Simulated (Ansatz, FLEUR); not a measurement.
# One calculation of TiCo3, 3 ways

```xyz
4
Lattice="3.5710 0.0000 0.0000 0.0000 3.5710 0.0000 0.0000 0.0000 3.5710" Properties=species:S:1:pos:R:3 pbc="T T T"
Co    1.7855    1.7855    0.0000
Co    1.7855    0.0000    1.7855
Co    0.0000    1.7855    1.7855
Ti    0.0000    0.0000    0.0000
```

Alike in all runs: task band structure; functional PBEsol; k mesh 8 × 8 × 8; occupations fermi-dirac, width 0.05 eV; collinear spin, ferromagnetic start; no spin-orbit coupling. Pressure is positive in compression and, in plane waves, holds the error of the finite cutoff, which Ansatz's Pulay term estimates and takes out.

| program and potentials | plane-wave cutoff (eV) | notes | band gap (eV) | pressure (GPa) | net moment per atom (μB) |
| --- | --- | --- | --- | --- | --- |
| FLEUR, all-electron, FLAPW | - | - | no gap | - | 0.63 |
| Ansatz, PAW datasets made for the crystal | 300 | - | no gap | -3.87 | 0.63 |
| Ansatz, all-electron LAPW, scalar-relativistic | - | - | no gap | -3.87 | 0.63 |

None finds a gap. The runs that give it agree on the pressure. All agree on the net moment per atom. The state is the one that the start led to, which needn't be the lowest.

Differences between rows come from potentials, basis sets and numerical settings, since the functional is the same but for its coding. Runs on potential files found faulty are left out.

TiCo3 comes out as a ferromagnetic metal, as expected for an intermetallic whose partly filled Co and Ti d bands overlap at the Fermi level. The net moment of 0.63 μB per atom is well below that of elemental cobalt, and by more than dilution with a non-magnetic atom would explain. Titanium has far fewer valence electrons, and its d states lie higher. Their hybridization with Co 3d states probably pushes majority-spin weight above the Fermi level and weakens the exchange splitting on cobalt. A small Ti moment opposed to that of Co would act in the same direction, but the net value can't separate the two contributions.

The pressure of -3.87 GPa means that the cell is stretched relative to its PBEsol equilibrium and would contract on relaxation. Shorter Co–Co and Co–Ti distances would broaden the d bands and probably reduce the moment somewhat. The close agreement between the methods therefore supports the moment at this volume, not its value at the relaxed lattice constant.
